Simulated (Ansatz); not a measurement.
Rocksalt LiCl (r2SCAN geometry), in Ansatz:

```cif
data_structure
_symmetry_space_group_name_H-M 'P 1'
_symmetry_Int_Tables_number 1
_cell_length_a 3.6148
_cell_length_b 3.6148
_cell_length_c 3.6148
_cell_angle_alpha 60.000
_cell_angle_beta 60.000
_cell_angle_gamma 60.000
_cell_volume 33.40
loop_
_atom_site_label
_atom_site_type_symbol
_atom_site_fract_x
_atom_site_fract_y
_atom_site_fract_z
_atom_site_occupancy
Li1 Li 0.00000 0.00000 0.00000 1
Cl1 Cl 0.50000 0.50000 0.50000 1
```

G0W0@PBE with 183 empty bands, a screening cutoff of 180 eV and a 6×6×6 mesh (PAW, contour deformation) gives 8.911 eV over the mesh points, from a PBE gap of 6.387 eV; it sums over 188 bands with 169 plane waves in the screening and a wave cutoff of 420 eV. No extrapolation in bands, cutoff or mesh was made for G0W0. No spin polarisation and no zero-point or thermal motion.

**Question.** Estimate the gap with starting point PBE0.

**Answer.** 9.750 eV (+0.839 eV), from a Kohn-Sham gap of 8.507 eV.

**Question.** Another run gave a Kohn-Sham gap of 6.387 eV and a G0W0 gap of 8.752 eV, summing over 80 bands with 65 plane waves in the screening and a wave cutoff of 420 eV. What was changed?

**Answer.** Empty bands 75, screening cutoff 100 eV. The counts of bands and plane waves show that both rose or fell; the cutoff follows only within a few eV.

**Question.** Another run gave a Kohn-Sham gap of 7.291 eV and a G0W0 gap of 9.372 eV, summing over 188 bands with 169 plane waves in the screening and a wave cutoff of 500 eV. What was changed?

**Answer.** Starting point r2SCAN, with them a wave cutoff of 500 eV. The Kohn-Sham gap has moved while bands and screening basis stay; the higher wave cutoff is that of a meta-GGA.
